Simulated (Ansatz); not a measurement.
# Hf_Zn in KZnF3 (Pm-3m): charge-transition levels and formation energies

Charge states of Hf_Zn in KZnF3 (Pm-3m), set against the band edges. Model: a cell of 40 host atoms with 1 Zn taken out and 1 Hf put in.

Program: Ansatz 0.2.0. Level of theory: place-levels on PBEsol runs: charge-transition levels and formation energies with image-charge correction and potential alignment at the atomic sites. Results are calculated unless marked as measured.

## (1) Set-up

The cell holds 40 atoms: 8 K, 7 Zn, 24 F and 1 Hf. Its edges and angles: a = 8.104 Å, b = 8.104 Å, c = 8.104 Å, α = 90.0°, β = 90.0°, γ = 90.0°. It derives from KZnF3 (space group Pm-3m). Nearest the centre at fractional (0.750, 0.250, 0.250): Hf22 at 0.00 Å, F23 at 2.03 Å, F3 at 2.03 Å, F24 at 2.03 Å, F25 at 2.03 Å, F34 at 2.03 Å, F30 at 2.03 Å, K26 at 3.51 Å.

Coordinates:

```xyz
40
Lattice="8.1038 0.0000 0.0000 0.0000 8.1038 0.0000 0.0000 0.0000 8.1038" Properties=species:S:1:pos:R:3 pbc="T T T"
K     0.0000    0.0000    0.0000
Zn    2.0260    2.0260    2.0260
F     0.0000    2.0260    2.0260
F     2.0260    0.0000    2.0260
F     2.0260    2.0260    0.0000
K     0.0000    0.0000    4.0519
Zn    2.0260    2.0260    6.0779
F     0.0000    2.0260    6.0779
F     2.0260    0.0000    6.0779
F     2.0260    2.0260    4.0519
K     0.0000    4.0519    0.0000
Zn    2.0260    6.0779    2.0260
F     0.0000    6.0779    2.0260
F     2.0260    4.0519    2.0260
F     2.0260    6.0779    0.0000
K     0.0000    4.0519    4.0519
Zn    2.0260    6.0779    6.0779
F     0.0000    6.0779    6.0779
F     2.0260    4.0519    6.0779
F     2.0260    6.0779    4.0519
K     4.0519    0.0000    0.0000
Hf    6.0779    2.0260    2.0260
F     4.0519    2.0260    2.0260
F     6.0779    0.0000    2.0260
F     6.0779    2.0260    0.0000
K     4.0519    0.0000    4.0519
Zn    6.0779    2.0260    6.0779
F     4.0519    2.0260    6.0779
F     6.0779    0.0000    6.0779
F     6.0779    2.0260    4.0519
K     4.0519    4.0519    0.0000
Zn    6.0779    6.0779    2.0260
F     4.0519    6.0779    2.0260
F     6.0779    4.0519    2.0260
F     6.0779    6.0779    0.0000
K     4.0519    4.0519    4.0519
Zn    6.0779    6.0779    6.0779
F     4.0519    6.0779    6.0779
F     6.0779    4.0519    6.0779
F     6.0779    6.0779    4.0519
```

The host's dielectric constants go in as inputs: 2.43 for the electrons alone, 9.94 with the ions, computed on the host (DFPT, PBEsol).

The cell's shortest repeat is 8.1 Å.

## (2) The runs of each charge state

A transition level is the Fermi level at which two charge states cost the same, so each charge needs its own total energy, at its own relaxed structure.

Random displacements of about 0.03 Å break the site symmetry at the start, so that the relaxation can reach a distorted minimum if there is one. Forces are taken at one point at (¼, ¼, ¼). The cell holds 1 electron fewer than the neutral one, with a uniform background that keeps it neutral on the whole. The electron count is odd, so at least one spin is unpaired; this run locks the moment at 1 μB.

One state's input; the others differ in charge, spin, start and seed, and in occupations where the table says so.

qp1_M1.relax/input.yaml

```yaml
crystal:
  lattice:
    - [4.0519145, 0.0, 0.0]
    - [0.0, 4.0519145, 0.0]
    - [0.0, 0.0, 4.0519145]
  atoms:
    - { symbol: K, position: [0.0, 0.0, 0.0] }
    - { symbol: Zn, position: [0.5, 0.5, 0.5] }
    - { symbol: F, position: [0.0, 0.5, 0.5] }
    - { symbol: F, position: [0.5, 0.0, 0.5] }
    - { symbol: F, position: [0.5, 0.5, 0.0] }
  supercell: [2, 2, 2]
  defects: [{ substitution: { at: 21, symbol: Hf } }]
total_charge: 1
basis:
  ecutwfc: 420
  xc_grid: 2
hamiltonian:
  xc: pbesol
kpoints:
  mp_grid: { grid: [1, 1, 1], shift: [0.25, 0.25, 0.25] }
magnetization:
  spin_polarized: true
  initial_magnetization: 1
  spin_locking: { lock_magnetization: hard }
scf:
  occupations: { method: fixed }
  max_iter: 100
output:
  forces: true
  charged_corrections: { epsilon: 2.43, static_epsilon: 9.94 }
relax:
  f_tol: 0.02
  max_steps: 80
  random_displacement: { amplitude: 0.03, seed: 9065 }
checkpoint:
  write: "../qp1_M1.relax.run"
  compress: false
  write_wavefunctions: true
  write_every: 100000
```

The run is started by

```console
ansatz run input.yaml --threads 2 --pin off --max-ram 3768MiB --backend cpu --events-out ev --progress --plain --runs-dir out
```

The run of this state that the levels use, under PBEsol:

qp1_M1.point/input.yaml

```yaml
crystal:
  checkpoint: "../qp1_M1.relax.run"
  host: checkpoint
total_charge: 1
basis:
  ecutwfc: 420
  xc_grid: 2
hamiltonian:
  xc: pbesol
kpoints:
  mp_grid: { grid: [1, 1, 1], shift: [0.25, 0.25, 0.25] }
magnetization:
  spin_polarized: true
  initial_magnetization: 1
  spin_locking: { lock_magnetization: hard }
scf:
  occupations: { method: fermi_dirac, width: 0.01 }
  max_iter: 100
output:
  forces: true
  eigenvalues: true
  charged_corrections:
    epsilon: 2.43
    static_epsilon: 9.94
    defect_position: [0.75, 0.25, 0.25]
  eigenstates: { localisation: true }
  populations: true
  efg: {}
checkpoint:
  read: "../qp1_M1.relax.run"
  write: "../qp1_M1.point.run"
  compress: false
  write_wavefunctions: false
  write_every: 100000
```

Relaxations under PBEsol at one point at (¼, ¼, ¼); times on 2 threads of Arm Neoverse V2, shared host:

| charge | moment (μB) | occupations | outcome | steps | largest displacement against the far atoms (Å) | time |
| --- | --- | --- | --- | --- | --- | --- |
| 0 | 0 | fixed | not converged | - | - | 62 s |
| 0 | 0 | fermi-dirac | converged | 11 | 0.54 | 1.8 min |
| +1 | 1 | fixed | converged | 16 | 0.45 | 4.9 min |
| +2 | 0 | fixed | converged | 13 | 0.29 | 1.8 min |

Single points under PBEsol at one point at (¼, ¼, ¼); times on 2 threads of Arm Neoverse V2, shared host:

| charge | moment (μB) | occupations | outcome | time |
| --- | --- | --- | --- | --- |
| 0 | 0 | fermi-dirac | converged | 8 s |
| +1 | 1 | fermi-dirac | converged | 25 s |
| +2 | 0 | fermi-dirac | converged | 14 s |

Distances (Å) from Hf22 to the nearest atoms after relaxation with PBEsol:

| charge | moment (μB) | 1. | 2. | 3. | 4. | 5. | 6. |
| --- | --- | --- | --- | --- | --- | --- | --- |
| 0 | 0 | F 1.98 | F 1.99 | F 1.99 | F 1.99 | F 1.99 | F 1.99 |
| +1 | 1 | F 1.99 | F 1.99 | F 1.99 | F 1.99 | F 1.99 | F 1.99 |
| +2 | 0 | F 1.98 | F 1.98 | F 1.98 | F 1.98 | F 1.99 | F 1.99 |

## (3) Levels against the band edges, PBEsol

A charged cell interacts with its images and the background, and its potential has another zero than the host's. place-levels removes the first by a point-charge model, screened by the static dielectric constant since the ions have relaxed around the charge, and the second by comparing potentials at atoms far from the defect.

The host is a run of the defect-free crystal in the same cutoffs, grids and k-points, so that basis and sampling errors cancel in part in the differences. The host is run in a cell of 5 atoms on a matching mesh. Its band edges are searched through the zone by a band path, so the gap is smaller than, or equal to, that on the mesh. Chemical potentials are energies per atom of Zn (hcp) and Hf (hcp), run with the same functional and cutoff.

levels.point.yaml

```yaml
host:
  run: host.point.run
states: [q0.point.run, qp1_M1.point.run, qp2.point.run]
geometry_from:
  q0.point.run: q0.relax_smeared.run
  qp1_M1.point.run: qp1_M1.relax.run
  qp2.point.run: qp2.relax.run
chemical_potentials:
  Zn:
    energy: -3280.903852
    dataset: "<sha256 of the dataset>"
  Hf:
    energy: -15598.026498
    dataset: <sha256 of the dataset>
```

The run is started by

```console
ansatz place-levels levels.point.yaml -- --threads 2 --pin off --max-ram 3768MiB
```

Numbers of over 12 decimals in the logs are rounded to 6 here.

Output:

```text
[... repeated set-up lines and file paths are left out, and long positions are rounded to six places ...]
(+2/+1) 3.776 eV above the valence edge (+3.954 eV without the band-filling correction), in the conduction band
(+1/0) 3.815 eV above the valence edge (+4.246 eV without the band-filling correction), in the conduction band
formation energy of charge +2: -8.350 eV with the Fermi level at the valence edge
formation energy of charge +1: -4.574 eV with the Fermi level at the valence edge
formation energy of charge 0: -0.759 eV with the Fermi level at the valence edge
  edges by pbesol, gap 3.709 eV; the host is sampled to repeats of 11.46 Å
  the defect's cells are sampled to repeats of 11.46 Å, like sampling
  charge +2: -69954.8355 eV with its correction of +2.193 eV, at epsilon 9.94, aligned at sites: +0.5891 eV, mean over 25 atomic sites at or beyond 4.05 Å from the defect at [0.7500, 0.2500, 0.2500], with +0.000000 for the charge's moments and without [...]
  charge +1: -69946.8111 eV with its correction of +0.933 eV, at epsilon 9.94, aligned at sites: +0.6797 eV, mean over 25 atomic sites at or beyond 4.05 Å from the defect at [0.7500, 0.2500, 0.2500], with +0.000000 for the charge's moments and without [...]
  charge 0: +0.000 eV for its dipole among its images, +0.000 omitted
  of states[2] (qp2.point.run): how wide its charge is, is not read beside other atoms or cores, and a band state would take no correction. [...]
  of states[1] (qp1_M1.point.run): how wide its charge is, is not read beside other atoms or cores, and a band state would take no correction. [...]
  of states[0] (q0.point.run): a band-filling correction moves a carrier to the host's band edge, which changes its energy by -0.608 eV; [...]
```

Elapsed: 0.13 s, on 2 threads of Arm Neoverse V2, shared host.

Under PBEsol the gap is 3.71 eV, (+2/+1) 3.78 (outside the gap) (with band filling), (+1/0) 3.82 (outside the gap) (with band filling) eV.

Levels between the charges placed, in eV above the valence top:

|  | gap (eV) | (+2/+1) | (+1/0) |
| --- | --- | --- | --- |
| PBEsol | 3.71 | 3.78 | 3.82 |

Corrections by state:

| charge | moment (μB) | image terms and alignment (eV) | band filling (eV) | ε used | over the lowest of its charge, as the program ranks them, band filling apart (eV) |
| --- | --- | --- | --- | --- | --- |
| +2 | 0.0 | 2.193 | - | 9.94 | 0.000 |
| +1 | 1.0 | 0.933 | -0.177 | 9.94 | 0.000 |
| 0 | 0.0 | 0.000 | -0.608 | - | 0.000 |

From the program's caveats on the states, each cut to its opening words:

- charge +2, +1 (1 μB): how wide its charge is, is not read beside other atoms or cores, and a band state would take no correction
- charge +2: its alignment with the host at atomic sites is doubtful: the mean over the far sites moves by +0.1988 eV from their farther parts to their nearer, more than [...]
- charge +1 (1 μB): a band-filling correction moves a carrier to the host's band edge, which changes its energy by -0.177 eV
- charge +1 (1 μB): its alignment with the host at atomic sites is doubtful: the mean over the far sites moves by +0.1466 eV from their farther parts to their nearer, more than [...]
- charge +1 (1 μB): flagged: stability check not made
- charge 0: a band-filling correction moves a carrier to the host's band edge, which changes its energy by -0.608 eV
- charge 0: its alignment with the host at atomic sites is doubtful: the mean over the far sites moves by +0.0992 eV from their farther parts to their nearer, more than [...]

Formation energies (eV), elemental references (Δμ(Zn) = 0.00 eV, Δμ(Hf) = 0.00 eV):

| charge | Fermi level at the valence top | at the conduction bottom |
| --- | --- | --- |
| +2 | -8.35 | -0.93 |
| +1 | -4.57 | -0.87 |
| 0 | -0.76 | -0.76 |

## (4) Placing the levels, r2SCAN

r2SCAN on the same structure is run to see how far the result rests on the functional, though not on the errors that semilocal functionals share.

qp1_M1.r2scan/input.yaml, as its differences from qp1_M1.point/input.yaml of step 2:

```diff
@@ -5,6 +5,6 @@
 basis:
-  ecutwfc: 420
+  ecutwfc: 500
   xc_grid: 2
 hamiltonian:
-  xc: pbesol
+  xc: r2scan
 kpoints:
@@ -25,8 +25,4 @@
     defect_position: [0.75, 0.25, 0.25]
-  eigenstates: { localisation: true }
-  populations: true
-  efg: {}
 checkpoint:
-  read: "../qp1_M1.relax.run"
-  write: "../qp1_M1.point.run"
+  write: "../qp1_M1.r2scan.run"
   compress: false
```

Run time: 1.8 min. Hardware: 2 threads; peak memory 1.9 GiB.

levels.r2scan.yaml

```yaml
host:
  run: host.r2scan.run
states: [q0.r2scan.run, qp1_M1.r2scan.run, qp2.r2scan.run]
geometry_from:
  q0.r2scan.run: q0.relax_smeared.run
  qp1_M1.r2scan.run: qp1_M1.relax.run
  qp2.r2scan.run: qp2.relax.run
chemical_potentials:
  Zn:
    energy: -3325.668103
    dataset: "<sha256 of the dataset>"
  Hf:
    energy: -15733.062138
    dataset: <sha256 of the dataset>
```

The run is started by

```console
ansatz place-levels levels.r2scan.yaml -- --threads 2 --pin off --max-ram 3768MiB
```

Output:

```text
[...]
formation energy of charge +2: -8.917 eV with the Fermi level at the valence edge
formation energy of charge +1: -4.164 eV with the Fermi level at the valence edge
formation energy of charge 0: +0.626 eV with the Fermi level at the valence edge
  edges by r2scan, gap 4.625 eV; the host is sampled to repeats of 11.46 Å
[... the lines on each state left out ...]
```

Run time: 0.13 s. Hardware: 2 threads.

Under r2SCAN the gap is 4.63 eV, (+2/+1) 4.75 (outside the gap) (with band filling), (+1/0) 4.79 (outside the gap) (with band filling) eV; the stage before (PBEsol) gave a gap of 3.71 eV and levels within 0.98 eV of these.

## (5) place-levels, PBE

PBE on the same structure is run to see how far the result rests on the functional, though not on the errors that semilocal functionals share.

qp1_M1.pbe/input.yaml, as its differences from qp1_M1.r2scan/input.yaml of step 4:

```diff
@@ -5,6 +5,6 @@
 basis:
-  ecutwfc: 500
+  ecutwfc: 420
   xc_grid: 2
 hamiltonian:
-  xc: r2scan
+  xc: pbe
 kpoints:
@@ -26,3 +26,4 @@
 checkpoint:
-  write: "../qp1_M1.r2scan.run"
+  read: "../qp1_M1.relax.run"
+  write: "../qp1_M1.pbe.run"
   compress: false
```

Wall time 26 s (2 threads); peak memory 1.4 GiB.

levels.pbe.yaml

```yaml
host:
  run: host.pbe.run
states: [q0.pbe.run, qp1_M1.pbe.run, qp2.pbe.run]
geometry_from:
  q0.pbe.run: q0.relax_smeared.run
  qp1_M1.pbe.run: qp1_M1.relax.run
  qp2.pbe.run: qp2.relax.run
chemical_potentials:
  Zn:
    energy: -3319.026071
    dataset: "<sha256 of the dataset>"
  Hf:
    energy: -15721.362976
    dataset: <sha256 of the dataset>
```

The run is started by

```console
ansatz place-levels levels.pbe.yaml -- --threads 2 --pin off --max-ram 3768MiB
```

Output:

```text
[...]
formation energy of charge +2: -8.008 eV with the Fermi level at the valence edge
formation energy of charge +1: -4.127 eV with the Fermi level at the valence edge
formation energy of charge 0: -0.196 eV with the Fermi level at the valence edge
  edges by pbe, gap 3.859 eV; the host is sampled to repeats of 11.46 Å
[... the lines on each state left out ...]
```

The job ended after 0.13 s (2 threads).

Under PBE the gap is 3.86 eV, (+2/+1) 3.88 (outside the gap) (with band filling), (+1/0) 3.93 (outside the gap) (with band filling) eV; the stage before (r2SCAN) gave a gap of 4.63 eV and levels within 0.87 eV of these.

## (6) The ladder

Levels between neighbouring charges, in eV above each run's own valence top:

|  | gap (eV) | (+2/+1) | (+1/0) | CPU time a state at this stage (restarts are quicker than cold starts) |
| --- | --- | --- | --- | --- |
| PBEsol, (¼, ¼, ¼) | 3.71 | 3.78 | 3.82 | 30 s |
| r2SCAN on PBEsol structures, (¼, ¼, ¼) | 4.63 | 4.75 | 4.79 | 1.7 min |
| PBE on PBEsol structures, (¼, ¼, ¼) | 3.86 | 3.88 | 3.93 | 35 s |

## (7) Results

| Quantity | Value |
| --- | --- |
| gap of the host | 3.71 eV (PBEsol) |
| level (plus 2/plus 1) | 3.78 eV above the valence top, past the conduction bottom (3.95 eV above the valence top without the band-filling term) |
| level (plus 1/0) | 3.82 eV above the valence top, past the conduction bottom (4.25 eV above the valence top without the band-filling term) |
| lowest of the charges placed, just above the valence top (0.02 eV) | +2 |
| lowest of the charges placed, just below the conduction bottom (0.02 eV) | +2 |
| lowest formation energy at mid-gap of the charges run, elemental references | -4.64 eV |

What this shows: Of the charges placed (0, +1 and +2), +2 is the lowest from 0.02 eV above the valence top to 0.02 eV below the conduction bottom, a gap of 3.71 eV. Charges above +2 and below 0 were not placed, so these runs say nothing of levels that involve them. States placed: +2 at 0 μB; +1 at 1 μB; 0 at 0 μB. Other spin states or structures, where not listed, weren't placed. The program finds carriers beyond a band edge of the host and adds a band-filling term at charge 0 (-0.61 eV) and +1 (-0.18 eV); steps to such a charge show no bound level, and a defect level inside a band would be read the same way. Corrections reach 2.2 eV, so the cell is small for these charges and their levels are rough. Hf is taken at its element; compounds, which aren't counted here, bound the chemical potentials and would shift these formation energies. The lowest formation energy (elemental references) is negative across the gap, so the defect would form by itself: these chemical potentials lie beyond what competing compounds allow, or the host is unstable against it. Charge 0 ran without spin polarisation alone, with filled and empty levels under 1 eV apart; a triplet, if lower, would move its levels. The program doubts the alignment of potentials for at least one state, a sign that the cell is small. What this leaves open: one k-point off the zone centre stands for the whole zone; the images are only 8.1 Å apart; PBEsol makes the gap too small and tends to spread out bound carriers; where a gas molecule sets a chemical potential or the host's formation energy, its binding is uncorrected; spin–orbit coupling, which can matter with heavy atoms, is left out.

[Logs are printed without paths, hosts, clocks, repeated set-up lines and the standing remarks that a program may print on its own settings, such as how far it seeks lower states.]

[Hosts, paths, dates, database ids (printed as entryN), source tags and the programs' standing remarks are cut or masked in the printed files.]

[Where a table of states has a column of steps, it counts the stored structures, which are thinned; the runs took as many ionic steps or more.]

[A defect's name tells the site on which it was built; relaxed atoms can leave that site.]

[For some hosts the program warned that the k-mesh of the response run may be too coarse for force constants and the static dielectric constant; such warnings are not shown here.]
